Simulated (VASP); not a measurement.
Wanted: the native input for a VASP 6.6.1 run.

| Quantity | Value |
| --- | --- |
| Task | single point |
| Functional | HSE06 |
| Potentials or basis | VASP PAW PBE potentials, release 64 (Ba_sv, S) |
| Cutoff | 520 eV |
| k mesh | 4 × 4 × 4 |
| Occupations | gaussian, width 0.01 eV |
| Spin | no spin polarisation |
| Dipole correction | no |
| Exchange at q = 0 | truncated |
| Grid for exact exchange (PRECFOCK) | Normal |
| Screening parameter | 0.2079 1/A |
| Further INCAR settings | ALGO = Normal; EDIFF = 1e-07; NBANDS = 15 |

Crystal: BaS.

```
Ba S
1.0
     0.00000    3.21180    3.21180
     3.21180    0.00000    3.21180
     3.21180    3.21180    0.00000
Ba S
1 1
Cartesian
  0.0000 0.0000 0.0000
  3.2118 3.2118 3.2118
```

The cell was built by a generator and needn't be a form met in nature.

One way to write it, as run:

POSCAR

```
BaS
1.0
    0.0000000000      3.2117958733      3.2117958733
    3.2117958733      0.0000000000      3.2117958733
    3.2117958733      3.2117958733      0.0000000000
Ba S
1 1
Direct
    0.0000000000      0.0000000000      0.0000000000
    0.5000000000      0.5000000000      0.5000000000
```

INCAR.step1

```
PREC     = Accurate       # precision mode
ENCUT    = 520            # plane-wave cutoff, eV
EDIFF    = 1E-5           # SCF threshold, eV
ISMEAR   = 0              # smearing method
SIGMA    = 0.01           # smearing width, eV
LREAL    = False          # projectors in reciprocal space
LASPH    = True           # aspherical terms in the spheres
NELM     = 100            # most SCF steps
ALGO     = Normal         # electronic algorithm
ISIF     = 2              # what is computed and relaxed
LWAVE    = True           # write WAVECAR
LCHARG   = False          # write CHGCAR
GGA      = PE             # functional
NBANDS   = 15             # bands
```

INCAR.step2

```
PREC     = Accurate       # precision mode
ENCUT    = 520            # plane-wave cutoff, eV
EDIFF    = 1E-7           # SCF threshold, eV
ISMEAR   = 0              # smearing method
SIGMA    = 0.01           # smearing width, eV
LREAL    = False          # projectors in reciprocal space
LASPH    = True           # aspherical terms in the spheres
NELM     = 100            # most SCF steps
ALGO     = Normal         # electronic algorithm
ISIF     = 2              # what is computed and relaxed
LWAVE    = False          # write WAVECAR
LCHARG   = False          # write CHGCAR
GGA      = PE             # functional
LHFCALC  = True           # exact exchange
HFSCREEN = 0.2079         # screening, 1/A
PRECFOCK = Normal       
ISTART   = 1            
NBANDS   = 15             # bands
```

KPOINTS

```
regular mesh
0
Gamma
  4 4 4
```

Potentials or basis: VASP PAW PBE potentials, release 64 (Ba_sv, S).

Run with:

```console
$ cat potpaw_PBE.64/Ba_sv/POTCAR potpaw_PBE.64/S/POTCAR > POTCAR
$ cp INCAR.step1 INCAR
$ mpirun -np 1 vasp_std > vasp.out
$ cp INCAR.step2 INCAR
$ mpirun -np 1 vasp_std > vasp.out
```

Results of the run:

```json
{
  "Pressure": "0.2 GPa",
  "Band gap on the k mesh": "3.05 eV, indirect (least direct gap 3.21 eV)"
}
```

Caveat: the k mesh is coarse (spacing up to 0.42 Å⁻¹), so the values aren't converged, least of all with exact exchange; the PAW data sets were made with another functional, which shifts forces and pressure a little; spin-orbit coupling is left out, which moves the levels of the heavy elements.

It took 16 min on 1 thread of Intel(R) Xeon(R) Platinum 8259CL CPU @ 2.50GHz (Skylake/Cascade Lake) (shared host), peak memory 0.31 GiB.
